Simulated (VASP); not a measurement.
# CdTe (F-43m) in VASP: a series of runs

CdTe is run at these levels: LDA, PBE, revPBE+D3(BJ), PBEsol+D3(BJ); tasks: single point, relaxation of cell and atoms.

All numbers are computed with VASP 6.6.1; they aren't measurements. Logs are shortened: lines on timing, memory, paths and dates and some standing lists are left out, and cuts for length are marked.

**The experiment to reproduce.**

A printed reference work, data compilation reports, for a bulk crystal of CdTe at 0 K: band gap 1.607 eV.

The results are compared with them further down.

### 1 The cell of the first run

Symmetry: F-43m, No. 216, cubic system. The conventional cell has a = 6.410 Å, b = 6.410 Å, c = 6.410 Å, α = 90.00°, β = 90.00°, γ = 90.00°. Within 3.7 Å of Te (site symmetry -43m) lie 4 Cd at 2.78 Å. Within 3.7 Å of Cd (site symmetry -43m) lie 4 Te at 2.78 Å.

### 2 Single point, LDA

Input file INCAR:

```
ALGO = Normal
EDIFF = 1E-7
ENCUT = 520
GGA = CA
ISIF = 2
ISMEAR = -1
LASPH = T
LCHARG = F
LREAL = F
LWAVE = F
NBANDS = 16
NELM = 80
PREC = Accurate
SIGMA = 0.05
```

Input file KPOINTS:

```
k-points
0
Gamma
  7 7 7
```

Input file POSCAR:

```
CdTe
1.0
    0.0000000000      3.2050000000      3.2050000000
    3.2050000000      0.0000000000      3.2050000000
    3.2050000000      3.2050000000      0.0000000000
Te Cd
1 1
Direct
    0.7500000000      0.7500000000      0.7500000000
    0.0000000000      0.0000000000      0.0000000000
```

Potentials or basis: VASP PAW LDA potentials, release 64 (Te, Cd).

Started as:

```console
cat potpaw_LDA.64/Te/POTCAR potpaw_LDA.64/Cd/POTCAR > POTCAR
mpirun -np 1 vasp_std > vasp.out
```

OUTCAR:

```text
EDIFF = 1E-7
   ENCUT = 520
   GGA = CA
   ISIF = 2
   ISMEAR = -1
   LASPH = T
   LREAL = F
   NELM = 80
   PREC = Accurate

 ion  position               nearest neighbor table
   1  0.750  0.750  0.750-   2 2.78   2 2.78   2 2.78   2 2.78
   2  0.000  0.000  0.000-   1 2.78   1 2.78   1 2.78   1 2.78

  LATTYP: Found a face centered cubic cell.
 ALAT       =     6.4100000000

  Lattice vectors:

 A1 = (   0.0000000000,   3.2050000000,   3.2050000000)
 A2 = (   3.2050000000,   0.0000000000,   3.2050000000)
 A3 = (   3.2050000000,   3.2050000000,   0.0000000000)

Analysis of symmetry for initial positions (statically):
=====================================================================
 Subroutine PRICEL returns:
 Original cell was already a primitive cell.

 Routine SETGRP: Setting up the symmetry group for a
 face centered cubic supercell.

 Subroutine GETGRP returns: Found 24 space group operations
 (whereof 24 operations were pure point group operations)
 out of a pool of 48 trial point group operations.

The static configuration has the point symmetry T_d .

Analysis of symmetry for dynamics (positions and initial velocities):
=====================================================================
 Subroutine PRICEL returns:
 Original cell was already a primitive cell.

 Routine SETGRP: Setting up the symmetry group for a
 face centered cubic supercell.

 Subroutine GETGRP returns: Found 24 space group operations
 (whereof 24 operations were pure point group operations)
 out of a pool of 48 trial point group operations.

The dynamic configuration has the point symmetry T_d .

 Subroutine INISYM returns: Found 24 space group operations
 (whereof 24 operations are pure point group operations),
 and found     1 'primitive' translations

----------------------------------------------------------------------------------------

                                     Primitive cell

  volume of cell :      65.8437

  direct lattice vectors                    reciprocal lattice vectors
     0.000000000  3.205000000  3.205000000    -0.156006240  0.156006240  0.156006240
     3.205000000  0.000000000  3.205000000     0.156006240 -0.156006240  0.156006240
     3.205000000  3.205000000  0.000000000     0.156006240  0.156006240 -0.156006240

  length of vectors
     4.532554467  4.532554467  4.532554467     0.270210734  0.270210734  0.270210734
[... 73 lines left out ...]
   LASPH  =      T    aspherical Exc in radial PAW
   ENCUT  =  520.0 eV  38.22 Ry    6.18 a.u.   8.43  8.43  8.43*2*pi/ulx,y,z
   NELM   =     80;   NELMIN=  2; NELMDL= -5     # of ELM steps
   EDIFF  = 0.1E-06   stopping-criterion for ELM
   LREAL  =      F    real-space projection
   EDIFFG = 0.1E-05   stopping-criterion for IOM
   NSW    =      0    number of steps for IOM
   IBRION =     -1    ionic relax: 0-MD 1-quasi-New 2-CG
   NFREE  =      0    steps in history (QN), initial steepest desc. (CG)
   ISIF   =      2    stress and relaxation
   ISYM   =      2    0-nonsym 1-usesym 2-fastsym
   POTIM  = 0.5000    time-step for ionic-motion
   TEBEG  =    0.0;   TEEND  =   0.0 temperature during run
   PSTRESS=    0.0 pullay stress
   NELECT =      18.0000    total number of electrons
   NUPDOWN=      -1.0000    fix difference up-down
   EMIN   =  10.00;   EMAX   =-10.00  energy-range for DOS
   EFERMI =   0.00;   METHOD = LEGACY
   ISMEAR =    -1;   SIGMA  =   0.05  broadening in eV -4-tet -1-fermi 0-gaus
   EFERMI_NEDOS =   21; number of points for ismear=-14 and -15
   IALGO  =     38    algorithm
   IMIX   =      4    mixing-type and parameters
     AMIX     =   0.40;   BMIX     =  1.00
     AMIX_MAG =   1.60;   BMIX_MAG =  1.00
  volume/ion in A,a.u.               =      32.92       222.17
  Fermi-wavevector in a.u.,A,eV,Ry     =   1.062497  2.007828 15.359610  1.128899
  Thomas-Fermi vector in A             =   2.197950
   LORBIT       =      0    0 simple, 1 ext, 2 COOP (PROOUT), +10 PAW based schemes
   GGA     = CA    functional components
   LHFCALC =     F    Hartree Fock is set to
   AEXX    =    0.0000 exact exchange contribution
   IVDW    =     0    specifies the selected vdW correction
   LEPSILON=     F    determine dielectric tensor
   LRPA    =     F    only Hartree local field effects (RPA)
 non-spin polarized calculation
  energy-cutoff  :      520.00
  volume of cell :       65.84
 maximum number of plane-waves:      1807
 NGX is ok and might be reduce to    36
   NGX = 17   NGY = 17   NGZ = 17

 number of electron      17.9999995 magnetization

 Free energy of the ion-electron system (eV)
  ---------------------------------------------------
  ext. energy  EPLUGINS =         0.00000000
  ---------------------------------------------------
  free energy    TOTEN  =        -6.04914817 eV

  energy without entropy =       -6.04913594  energy(sigma->0) =       -6.04914206

 E-fermi :   2.8243     XC(G=0):  -9.0895

 val. band max:        2.4673901969   @ k =   0.0000   0.0000   0.0000
 cond. band min:       3.1198845437   @ k =   0.0000   0.0000   0.0000
 fundamental gap:      0.6524943468
 Fermi energy:         2.8243207563

 k-point     1 :       0.0000    0.0000    0.0000
  band No.  band energies     occupation
      1      -8.9679      2.00000
      2      -5.9462      2.00000
      3      -5.9462      2.00000
      4      -5.9462      2.00000
      5      -5.6568      2.00000
      6      -5.6568      2.00000
[... 357 lines left out ...]
      3      -5.8035      2.00000
      4      -5.6933      2.00000
      5      -5.6544      2.00000
      6      -5.0675      2.00000
[... 8 lines left out ...]
     15      12.6094      0.00000
     16      14.4632      0.00000

------------------------ aborting loop because EDIFF is reached ----------------------------------------

  FORCE on cell =-STRESS in cart. coord.  units (eV):
  Direction    XX          YY          ZZ          XY          YZ          ZX
  --------------------------------------------------------------------------------------
  -------------------------------------------------------------------------------------
  Total        0.0991642      0.0991642      0.0991642      0.0000000      0.0000000      0.0000000
  in kB        2.4129676      2.4129676      2.4129676      0.0000000      0.0000000      0.0000000
  external PRESSURE =       2.4129676 kB  Pullay stress =       0.0000000 kB

 VOLUME and BASIS-vectors are now :
 -----------------------------------------------------------------------------
  energy-cutoff  :      520.00
  volume of cell :       65.84
      direct lattice vectors                 reciprocal lattice vectors
     0.000000000  3.205000000  3.205000000    -0.156006240  0.156006240  0.156006240
     3.205000000  0.000000000  3.205000000     0.156006240 -0.156006240  0.156006240
     3.205000000  3.205000000  0.000000000     0.156006240  0.156006240 -0.156006240

 POSITION                                       TOTAL-FORCE (eV/Angst)
 -----------------------------------------------------------------------------------
      4.80750      4.80750      4.80750         0.000000      0.000000      0.000000
      0.00000      0.00000      0.00000        -0.000000     -0.000000     -0.000000
 -----------------------------------------------------------------------------------
    total drift:                               -0.000000     -0.000000     -0.000000

  FREE ENERGIE OF THE ION-ELECTRON SYSTEM (eV)
  ---------------------------------------------------
  free  energy   TOTEN  =        -6.0491481737 eV

  energy  without entropy=       -6.0491359403  energy(sigma->0) =       -6.04914206
```

It took 21 s on 1 thread of Intel Xeon Platinum 8259CL at 2.50GHz (Skylake/Cascade Lake), shared host; peak memory 0.18 GiB.

What came out:

```
Free energy            : -6.0491 eV
Pressure               : 0.2 GPa
Band gap on the k mesh : 0.65 eV
```

Caveat: spin-orbit coupling is left out, which moves the levels of the heavy elements.

### 3 Single point, PBE

Input file INCAR:

```
  PREC = Accurate
  ENCUT = 520
  EDIFF = 1E-6
  ISMEAR = 0
  SIGMA = 0.018000000000000002
  LREAL = F
  LASPH = T
  NELM = 60
  ALGO = Normal
  ISIF = 2
  LWAVE = F
  LCHARG = T
  GGA = PE
  LELF = T
  LVHAR = T
  NBANDS = 16
```

Input file KPOINTS:

```
Automatic mesh
0
Gamma
  7 7 7
```

POSCAR is that of step 2.

Potentials or basis: VASP PAW PBE potentials, release 64 (Te, Cd).

Started as:

```console
cat potpaw_PBE.64/Te/POTCAR potpaw_PBE.64/Cd/POTCAR > POTCAR
mpirun -np 1 vasp_std > vasp.out
```

Wall time 25 s (1 thread of Intel Xeon Platinum 8259CL at 2.50GHz (Skylake/Cascade Lake), shared host); peak memory 0.21 GiB.

Results (log left out):

- Free energy: -4.7253 eV
- Pressure: 4.4 GPa
- Band gap on the k mesh: 0.87 eV

Levels at points of the mesh, in eV from the valence-band top:
| k point | band 7 | band 8 | band 9 | band 10 | band 11 | band 12 |
| --- | --- | --- | --- | --- | --- | --- |
| (0.00, 0.00, 0.00) | 0.00 | 0.00 | 0.00 | 0.87 | 4.58 | 4.58 |

Caveat: the cell stands under pressure; spin-orbit coupling is left out, which moves the levels of the heavy elements.

### 4 Single point, revPBE+D3(BJ)

This run uses another cell than the first one, of 34.14 Å³/atom.

Input file INCAR:

```
SYSTEM = CdTe
PREC = Accurate ; ENCUT = 520
EDIFF = 1E-6 ; ISMEAR = -1
SIGMA = 0.05 ; LREAL = .FALSE.
LASPH = .TRUE. ; NELM = 60
ALGO = Normal ; ISIF = 2
LWAVE = .FALSE. ; LCHARG = .TRUE.
GGA = RE ; IVDW = 12
LELF = .TRUE. ; LVHAR = .TRUE.
NBANDS = 16
```

Input file KPOINTS:

```
regular mesh
0
G
  7 7 7
  0 0 0
```

Input file POSCAR:

```
CdTe
1.0
    0.0000000000      3.2441687440      3.2441687440
    3.2441687440      0.0000000000      3.2441687440
    3.2441687440      3.2441687440      0.0000000000
Te Cd
1 1
Direct
    0.7500000000      0.7500000000      0.7500000000
    0.0000000000      0.0000000000      0.0000000000
```

Started as:

```console
cat potpaw_PBE.64/Te/POTCAR potpaw_PBE.64/Cd/POTCAR > POTCAR
mpirun -np 1 vasp_std > vasp.out
```

Wall time 24 s (1 thread of Intel Xeon Platinum 8259CL at 2.50GHz (Skylake/Cascade Lake), shared host); peak memory 0.22 GiB.

Results (log left out):

| Property | Result |
| --- | --- |
| Free energy | -5.4785 eV |
| Pressure | 0.1 GPa |
| Band gap on the k mesh | 0.87 eV |
| Dispersion energy per atom | -0.645 eV |

Levels at points of the mesh, in eV from the valence-band top:
| k point | band 5 | band 6 | band 7 | band 8 | band 9 | band 10 | band 11 | band 12 | band 13 | band 14 |
| --- | --- | --- | --- | --- | --- | --- | --- | --- | --- | --- |
| (0.00, 0.00, 0.00) | -8.02 | -8.02 | 0.00 | 0.00 | 0.00 | 0.87 | 4.65 | 4.65 | 4.65 | 7.64 |

Caveat: the PAW data sets were made with another functional, which shifts forces and pressure a little; spin-orbit coupling is left out, which moves the levels of the heavy elements.

### 5 Relaxation of cell and atoms, revPBE+D3(BJ)

Input file INCAR:

```
SYSTEM = CdTe
PREC     = Accurate       ! precision mode
ENCUT    = 600            ! plane-wave cutoff, eV
EDIFF    = 1E-7           ! SCF threshold, eV
ISMEAR   = -1             ! smearing method
SIGMA    = 0.05           ! smearing width, eV
LREAL    = .FALSE.        ! projectors in reciprocal space
LASPH    = .TRUE.         ! aspherical terms in the spheres
NELM     = 100            ! most SCF steps
ALGO     = Normal         ! electronic algorithm
ISIF     = 3              ! what is computed and relaxed
LWAVE    = .FALSE.        ! write WAVECAR
LCHARG   = .FALSE.        ! write CHGCAR
GGA      = RE             ! functional
IVDW     = 12             ! dispersion correction
IBRION   = 2              ! ionic algorithm
NSW      = 80             ! ionic steps
EDIFFG   = -0.02          ! ionic threshold
```

KPOINTS is that of step 4.

Input file POSCAR:

```
CdTe
1.0
    0.0000000000      3.2050000000      3.2050000000
    3.2050000000      0.0000000000      3.2050000000
    3.2050000000      3.2050000000      0.0000000000
Te Cd
1 1
Direct
    0.7500000000      0.7500000000      0.7500000000
    0.0000000000      0.0000000000      0.0000000000
```

Started as:

```console
cat potpaw_PBE.64/Te/POTCAR potpaw_PBE.64/Cd/POTCAR > POTCAR
mpirun -np 1 vasp_std > vasp.out
```

Wall time 54 s (1 thread of Intel Xeon Platinum 8259CL at 2.50GHz (Skylake/Cascade Lake), shared host); peak memory 0.23 GiB.

It converged, with:

```
Free energy                           : -5.4777 eV
Relaxed volume                        : 34.21 Å³/atom
Relaxed cell                          : a = 4.591 Å, b = 4.591 Å, c = 4.591 Å, α = 60.00°, β = 60.00°, γ = 60.00°
Space group after relaxing (to 0.1 Å) : F-43m (No. 216)
Energy gained by relaxing             : 6.6 meV/atom
Ionic steps                           : 3
Pressure after relaxing               : 0.0 GPa
Band gap on the k mesh                : 0.87 eV
Dispersion energy per atom            : -0.644 eV
```

The path:
| step | energy change (eV) | largest force (eV/Å) | pressure (GPa) | volume (Å³) |
| --- | --- | --- | --- | --- |
| 1 | 0.0000 | 0.0000 | 1.71 | 65.84 |
| 2 | -0.0120 | 0.0000 | -0.47 | 69.26 |
| 3 | -0.0132 | 0.0000 | 0.00 | 68.42 |

Final structure:
```
Te Cd
1.0
     0.00000    3.24622    3.24622
     3.24622    0.00000    3.24622
     3.24622    3.24622    0.00000
Te Cd
1 1
Direct
  0.75000 0.75000 0.75000
  0.00000 0.00000 0.00000
```

Levels at points of the mesh, in eV from the valence-band top:
```
           k point  band 6  band 7  band 8  band 9  band 10  band 11  band 12  band 13
(0.00, 0.00, 0.00)   -8.02    0.00    0.00    0.00     0.87     4.65     4.65     4.65
```

Caveat: the PAW data sets were made with another functional, which shifts forces and pressure a little; spin-orbit coupling is left out, which moves the levels of the heavy elements.

(Continued in part 2 of 2.)
